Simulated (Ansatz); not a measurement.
Set up this calculation in Ansatz 0.2.0, as the native input.

* Task: single point
* Functional: PBE
* Potentials or basis: Ansatz PAW
* Cutoff: 420 eV (not typed: the program's choice for these potentials)
* k mesh: 9 × 9 × 9
* Occupations: fermi-dirac, width 0.05 eV
* Spin: no spin polarisation

Crystal: Al2Cu.

```
Cu Al
1.0
    -2.03034    2.03034    2.85109
     2.03034   -2.03034    2.85109
     2.03034    2.03034   -2.85109
Cu Al
1 2
Direct
  0.50419 0.49473 0.00226
  0.24558 0.74512 0.50113
  0.74798 0.24973 0.50093
```

The cell comes from a database or a generator and needn't be the stable form of this composition.

The cell isn't the ideal one: atoms moved at random, drawn with an rms of 0.05 Å.

These files were run (other wordings do the same):

input.yaml

```yaml
crystal:
  lattice:
    - [-2.0303375, 2.0303375, 2.851094]
    - [2.0303375, -2.0303375, 2.851094]
    - [2.0303375, 2.0303375, -2.851094]
  atoms:
    - { symbol: Cu, position: [0.504187, 0.494732, 0.002262] }
    - { symbol: Al, position: [0.24558, 0.745124, 0.501133] }
    - { symbol: Al, position: [0.747976, 0.249726, 0.500934] }
hamiltonian:
  xc: pbe
  pseudopotentials: { kind: paw }
kpoints:
  mp_grid: { grid: [9, 9, 9] }
scf:
  occupations: { method: fermi_dirac, width: 0.05 }
output:
  forces: true
  stress: true
  eigenvalues: true
```

Potentials or basis: Ansatz PAW.

The run is started by

```console
$ ansatz run input.yaml --threads 2 --pin off --max-ram 5120MiB --backend cpu --events-out ev --progress --plain --runs-dir out
```

It gave:

```
Pressure               : 3.0 GPa
Largest force          : 0.237 eV/Å
Band gap on the k mesh : none (metal or under the smearing width)
```

Wall time 11 s on 2 threads of Arm Neoverse V2 (shared host), peak memory 0.56 GiB.
